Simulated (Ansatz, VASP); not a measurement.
## Hg in VASP and in Ansatz

```
CELL_PARAMETERS angstrom
3.05724 0.00000 0.00000
-1.52862 2.64765 0.00000
0.00000 0.00000 5.12536
ATOMIC_POSITIONS crystal
Hg 0.33333 0.66667 0.25000
Hg 0.66667 0.33333 0.75000
```

Alike in both runs: task single point; functional PBEsol; k mesh 19 × 19 × 10; occupations fermi-dirac, width 0.1 eV; no spin polarisation.

```csv
,VASP,Ansatz
version,VASP 6.6.1,Ansatz 0.2.0
potentials or method,"VASP PAW PBE potentials, release 64 (Hg)","plane waves (420 eV) with PAW, scalar-relativistic"
plane-wave cutoff (eV),520,420
valence electrons in the cell,24,40
```

Ansatz gave:

```
pressure (GPa)                                  : 6.9
largest component of the traceless stress (GPa) : 0.27
```

**Question.** Which values does VASP return?

**Answer.** Pressure (GPa): 7.6; largest component of the traceless stress (GPa): 0.20.

The two sets of potentials don't hold the same shells in valence. Ansatz warned: «pseudo_functional_mismatch».

Caveats: the PAW data sets were made with another functional, which shifts forces and pressure a little (VASP). Spin-orbit coupling is left out, which matters for the levels of Hg.
